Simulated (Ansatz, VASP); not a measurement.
# SnO in VASP and in Ansatz

```
CELL_PARAMETERS angstrom
3.81370 0.00000 0.00000
0.00000 3.81370 0.00000
0.00000 0.00000 4.88691
ATOMIC_POSITIONS crystal
Sn 0.50000 0.00000 0.76463
Sn 0.00000 0.50000 0.23537
O 0.00000 0.00000 0.00000
O 0.50000 0.50000 0.00000
```

Alike in both runs: task single point; functional LDA; k mesh 7 × 7 × 6; occupations fermi-dirac, width 0.05 eV; no spin polarisation.

|  | VASP | Ansatz |
| --- | --- | --- |
| version | VASP 6.6.1 | Ansatz 0.2.0 |
| potentials or method | VASP PAW LDA potentials, release 64 (Sn_d, O), cutoff 520 eV | all-electron LAPW, scalar-relativistic |

Ansatz gave:

* gap on the k mesh at the Fermi level (eV): 0.46
* least direct gap on the mesh (eV): 2.01
* pressure (GPa): -3.3
* largest component of the traceless stress (GPa): 0.34
* rms of the force components (eV/Å): 0.096

**Question.** What did VASP give for the same quantities?

**Answer.** gap on the k mesh at the Fermi level (eV): 0.44; least direct gap on the mesh (eV): 1.96; pressure (GPa): -3.0; largest component of the traceless stress (GPa): 0.34; rms of the force components (eV/Å): 0.053.

Atom by atom the forces differ by 0.044 eV/Å (rms over components). Ansatz ran all-electron here, so the differences hold the error of VASP's frozen core and of both bases.

Caveats: spin-orbit coupling is left out, which moves the levels of the heavy elements; an odd mesh through Γ misses points on the zone boundary, where band edges often lie.
